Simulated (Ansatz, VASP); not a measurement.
# Br in VASP and in Ansatz

File INCAR:

```
SYSTEM = Br
ALGO = Normal
EDIFF = 1E-7
ENCUT = 520
GGA = PE
ISIF = 2
ISMEAR = -1
LASPH = .TRUE.
LCHARG = .FALSE.
LREAL = .FALSE.
LWAVE = .FALSE.
NBANDS = 10
NELM = 60
PREC = Accurate
SIGMA = 0.05
```

The input KPOINTS:

```
k-points
0
G
  13 13 13
  0 0 0
```

Contents of POSCAR:

```
Br
1.0
   -1.2781321152      1.7084532468      3.5539770730
    1.2781321152     -1.7084532468      3.5539770730
    1.2781321152      1.7084532468     -3.5539770730
Br
1
Direct
    0.0000000000      0.0000000000      0.0000000000
```

The input input.yaml:

```yaml
crystal:
  lattice:
    - [-1.2781321152, 1.7084532468, 3.553977073]
    - [1.2781321152, -1.7084532468, 3.553977073]
    - [1.2781321152, 1.7084532468, -3.553977073]
  atoms:
    - { symbol: Br, position: [0.0, 0.0, 0.0] }
hamiltonian:
  xc: pbe
  pseudopotentials: { kind: paw }
kpoints:
  mp_grid: { grid: [13, 13, 13] }
scf:
  occupations: { method: fermi_dirac, width: 0.05 }
output:
  forces: true
  stress: true
  eigenvalues: true
```

Change from the starting cell: volume scaled by 0.98.

Alike in both runs: task single point; functional PBE; k mesh 13 × 13 × 13; occupations fermi-dirac, width 0.05 eV; no spin polarisation.

|  | VASP | Ansatz |
| --- | --- | --- |
| version | VASP 6.6.1 | Ansatz 0.2.0 |
| potentials or method | VASP PAW PBE potentials, release 64 (Br) | Ansatz PAW |
| plane-wave cutoff (eV) | 520 | 420 |
| valence electrons in the cell | 7 | 7 |

|  | VASP | Ansatz | Ansatz less VASP |
| --- | --- | --- | --- |
| gap on the k mesh at the Fermi level (eV) | none | none | - |
| pressure (GPa) | 1.8 | 1.8 | -0.01 |
| largest component of the traceless stress (GPa) | 0.87 | 0.86 | -0.015 |

A gap of «none» marks a metal or a gap that the smearing closes.

Caveats: an odd number of electrons without spin polarisation forces a metal; a magnetic or distorted state may lie lower.
